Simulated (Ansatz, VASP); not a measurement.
**One calculation of BeTe, two programs**

```
Be Te
1.0
     0.00000    2.77000    2.77000
     2.77000    0.00000    2.77000
     2.77000    2.77000    0.00000
Be Te
1 1
Direct
  0.00000 0.00000 0.00000
  0.25000 0.25000 0.25000
```

Alike in both runs: task relaxation of cell and atoms; functional PBE; k mesh 8 × 8 × 8; occupations gaussian, width 0.02 eV; no spin polarisation.

|  | VASP | Ansatz |
| --- | --- | --- |
| version | VASP 6.6.1 | Ansatz 0.2.0 |
| potentials or method | VASP PAW PBE potentials, release 64 (Be, Te) | scalar-relativistic, plane waves, PAW |
| plane-wave cutoff (eV) | 600 | 420 |
| valence electrons in the cell | 8 | 18 |

VASP gave:

* gap on the k mesh at the Fermi level, each at its own relaxed structure (eV): 2.02
* relaxed volume (Å³/atom): 22.76
* relaxed cell length with the largest relative difference (Å): 4.008
* energy change over the relaxation (meV/atom): -20

**Question.** Estimate Ansatz's values.

**Answer.** gap on the k mesh at the Fermi level, each at its own relaxed structure (eV): 2.03; relaxed volume (Å³/atom): 22.71; relaxed cell length with the largest relative difference (Å): 4.005; energy change over the relaxation (meV/atom): -18.

The two sets of potentials don't hold the same shells in valence.

Caveats: spin-orbit coupling is left out, which moves the levels of the heavy elements. A k mesh can miss the band edges. Zero-point motion and thermal expansion aren't in these numbers.
